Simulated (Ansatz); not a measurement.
K:

```xyz
1
Lattice="4.6723 0.0000 0.0000 -1.5574 4.4051 0.0000 -1.5574 -2.2025 3.8149" Properties=species:S:1:pos:R:3 pbc="T T T"
K     0.0000    0.0000    0.0000
```

```yaml
Program: Ansatz 0.2.0
Task: relaxation of cell and atoms
Functional: PBEsol
Potentials_or_basis: SSSP precision PAW
Cutoff: 816 eV
Density_cutoff: 8163 eV
k_mesh: 7 × 7 × 7
Occupations: cold, width 0.01 eV
Spin: collinear spin, ferromagnetic start
Starting_moments: "[0.5] μB"
```

At the start: pressure -0.3 GPa; volume 78.52 Å³/atom.

Task: Where does the relaxation end?

Result: Over 3 steps the energy falls by 8.3 meV/atom and the volume is 70.07 Å³/atom (-10.8 %); space group Im-3m (No. 229, to 0.05 Å); moment 0.03 μB per cell.

Step by step:
```tsv
step	energy change (eV)	largest force (eV/Å)	pressure (GPa)	volume (Å³)
1	0.0000	0.0000	-0.32	78.52
2	-0.0010	0.0000	-0.30	77.99
3	-0.0083	0.0000	0.04	70.07
```

Final structure:
```
K
1.0
     4.49825    0.00000    0.00000
    -1.49942    4.24099    0.00000
    -1.49942   -2.12050    3.67281
K
1
Direct
  0.00000 0.00000 0.00000
```

Caveat: the starting moments weren't kept; the thresholds are loose for stress.
